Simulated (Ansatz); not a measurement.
Sr under changes of volume

One of the cells (56.319 Å³/atom); the others are scaled copies at fixed shape and fractional positions:

```xyz
1
Lattice="0.0000 3.0423 3.0423 3.0423 0.0000 3.0423 3.0423 3.0423 0.0000" Properties=species:S:1:pos:R:3 pbc="T T T"
Sr    0.0000    0.0000    0.0000
```

```yaml
Program: Ansatz 0.2.0
Functional: LDA
Potentials_or_basis: Ansatz PAW
Cutoff: "420 eV (not typed: the program's choice for these potentials)"
k_mesh: 8 × 8 × 8
Occupations: fermi-dirac, width 0.05 eV
Spin: no spin polarisation
```

```csv
volume (Å³/atom),energy over the lowest point (meV/atom),pressure (GPa)
52.940,0.00,-1.0
54.067,?,?
55.193,18.10,-1.4
56.319,29.06,-1.6
57.446,41.13,-1.8
58.572,54.18,-1.9
59.698,68.11,-2.0
```

**Question.** What does the run at 54.067 Å³/atom give?

**Answer.** Energy over the lowest point 8.36 meV/atom; pressure -1.3 GPa.

Worked out: A Birch-Murnaghan fit of order 3 (a polynomial in V^(-2/3)) to the other rows has no minimum within the range. It gives 8.37 meV/atom at 54.067 Å³/atom, against the run's 8.36, and -dE/dV = -1.3 GPa, against -1.3.

Energies are extrapolated to zero smearing.

Caveats: the PAW data sets come from PBE, with cores solved anew for the run's functional, which leaves a small shift of forces and pressure.
